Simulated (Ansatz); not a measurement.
Ti in Ansatz: convergence with smearing width

Input of the first run (smearing width 0.3 eV); the others differ in this setting and in those tied to it:

input.yaml

```yaml
crystal:
  lattice:
    - [0.0, 2.03, 2.03]
    - [2.03, 0.0, 2.03]
    - [2.03, 2.03, 0.0]
  atoms:
    - { symbol: Ti, position: [0.0, 0.0, 0.0] }
kpoints:
  mp_grid: { grid: [11, 11, 11] }
scf:
  occupations: { method: fermi_dirac, width: 0.3 }
hamiltonian:
  xc: pbesol
  pseudopotentials: { kind: all_electron, lapw: { basis_error: 0.001 } }
output:
  forces: true
  stress: true
  eigenvalues: true
```

Potentials or basis: all-electron LAPW, scalar-relativistic.

The run is started by

```console
$ ansatz run input.yaml --threads 1 --pin off --max-ram 3072MiB --backend cpu --events-out ev --progress --plain --runs-dir out
```

This isn't the form of Ti at room conditions, which is hcp.

Hardware: 1 thread of Arm Neoverse V1, on a shared host.

Question: The values tried are 0.3 eV, 0.2 eV, 0.15 eV, 0.1 eV, 0.05 eV, 0.025 eV, 0.01 eV, loosest first. From which on does the energy stay within 1 meV/atom of the tightest run that finished?

Answer: From 0.025 eV on.

```tsv
smearing width	energy less the tightest run, at zero smearing (meV/atom)	pressure (GPa)	SCF cycles	CPU time (s)	peak memory (GiB)
0.3 eV	-1.03	2.14	6	3.1	0.23
0.2 eV	2.87	0.79	6	3.1	0.22
0.15 eV	3.52	0.26	6	2.9	0.22
0.1 eV	2.92	-0.16	6	2.9	0.22
0.05 eV	1.16	-0.55	6	2.8	0.22
0.025 eV	0.31	-0.77	6	2.8	0.22
0.01 eV	0.00	-0.89	6	2.8	0.22
```

Not settled before the last step: the pressure (to 0.1 GPa). Narrower smearing needs a denser k mesh, so at a fixed mesh the narrowest width isn't the most accurate. The tightest run that finished is the yardstick and may itself not be fully converged.
